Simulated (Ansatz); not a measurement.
LiCl (wurtzite), relaxed with r2SCAN: 3 runs in Ansatz 0.2.0, each a calculation of independent-particle optics. The symmetry is P6_3mc (No. 186, hexagonal); a = 3.894 Å, c = 6.224 Å in the conventional setting, 20.44 Å³ an atom. Li has 4 Cl at 2.37 Å; Cl has 4 Li at 2.37 Å. The structure was generated, not taken from experiment, and needn't be the ground state; spin polarisation is off.

```
Li Cl
1.0
     3.89418    0.00000    0.00000
    -1.94709    3.37246    0.00000
     0.00000    0.00000    6.22446
Li Cl
2 2
Direct
  0.33333 0.66667 0.99687
  0.66667 0.33333 0.49687
  0.33333 0.66667 0.37813
  0.66667 0.33333 0.87813
```

On meshes this coarse, single peaks can be features of the mesh. No local fields, no excitons; the zone sum runs over the cells of the mesh, and ε∞ includes the bands left out of the spectrum. Up to four peaks are listed, those above 15 % of the tallest and inside the complete range; the four can differ from row to row.

```tsv
functional	k mesh	broadening (eV)	scissors (eV)	range (eV)	direct gap on the mesh before scissors (eV)	ε∞ xx	ε∞ yy	ε∞ zz	complete up to (eV)	tallest peaks of mean ε₂ (eV)
PBE	6×6×4	0.1	0.00	0–22	6.02	2.73	2.73	2.75	22.0	8.15 8.50 8.70 10.70
r2SCAN	6×6×4	0.1	0.00	0–22	6.68	2.58	2.58	2.59	22.0	8.80 9.05 9.60 11.50
PBE	6×6×4	0.1	1.33 (to HSE06)	0–22	6.02	2.53	2.53	2.55	22.0	9.45 9.85 10.00 12.05
```
